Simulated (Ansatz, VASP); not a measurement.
**SiC in VASP and in Ansatz**

INCAR

```
SYSTEM = SiC
ALGO = Normal
EDIFF = 1E-6
ENCUT = 520
GGA = PS
ISIF = 2
ISMEAR = 0
LASPH = .True.
LCHARG = .True.
LELF = .True.
LREAL = .False.
LVHAR = .True.
LWAVE = .False.
NBANDS = 26
NELM = 80
PREC = Accurate
SIGMA = 0.05
```

File KPOINTS:

```
k-points
0
Gamma
  12 12 4
  0 0 0
```

POSCAR

```
SiC
1.0
    3.0062000000      0.0000000000      0.0000000000
   -1.5031000000      2.6034455689      0.0000000000
    0.0000000000      0.0000000000      9.2697000000
Si C
4 4
Direct
    0.6666666667      0.3333333333      0.9378278494
    0.3333333333      0.6666666667      0.4378278494
    0.0000000000      0.0000000000      0.6878973398
    0.0000000000      0.0000000000      0.1878973398
    0.6666666667      0.3333333333      0.7498191768
    0.3333333333      0.6666666667      0.2498191768
    0.0000000000      0.0000000000      0.5004546340
    0.0000000000      0.0000000000      0.0004546340
```

Input for Ansatz:

```yaml
crystal:
  lattice:
    - [3.0062, 0.0, 0.0]
    - [-1.5031, 2.6034455689, 0.0]
    - [0.0, 0.0, 9.2697]
  atoms:
    - { symbol: Si, position: [0.6666666667, 0.3333333333, 0.9378278494] }
    - { symbol: Si, position: [0.3333333333, 0.6666666667, 0.4378278494] }
    - { symbol: Si, position: [0.0, 0.0, 0.6878973398] }
    - { symbol: Si, position: [0.0, 0.0, 0.1878973398] }
    - { symbol: C, position: [0.6666666667, 0.3333333333, 0.7498191768] }
    - { symbol: C, position: [0.3333333333, 0.6666666667, 0.2498191768] }
    - { symbol: C, position: [0.0, 0.0, 0.500454634] }
    - { symbol: C, position: [0.0, 0.0, 0.000454634] }
basis:
  ecutwfc: 520.0
kpoints:
  mp_grid: { grid: [12, 12, 4] }
hamiltonian:
  xc: pbesol
  pseudopotentials: { kind: paw, azcp: { folder: soft_1 } }
scf:
  occupations: { method: gaussian, width: 0.05 }
output:
  forces: true
  stress: true
  eigenvalues: true
```

Alike in both runs: task single point; functional PBEsol; k mesh 12 × 12 × 4; occupations gaussian, width 0.05 eV; no spin polarisation.

|  | VASP | Ansatz |
| --- | --- | --- |
| version | VASP 6.6.1 | Ansatz 0.2.0 |
| potentials or method | VASP PAW PBE potentials, release 64 (Si, C) | scalar-relativistic, plane waves, PAW |
| plane-wave cutoff (eV) | 520 | 520 |
| valence electrons in the cell | 32 | 32 |

```csv
,VASP,Ansatz,Ansatz less VASP
gap on the k mesh at the Fermi level (eV),1.82,1.84,+0.016
least direct gap on the mesh (eV),3.08,3.09,+0.013
rms of the force components (eV/Å),0.810,0.806,-0.0044
```

Atom by atom the forces differ by 0.004 eV/Å (rms over components). Ansatz warned: «pseudo_functional_mismatch».

Caveats: the PAW data sets were made with another functional, which shifts forces and pressure a little (VASP). A k mesh can miss the band edges.
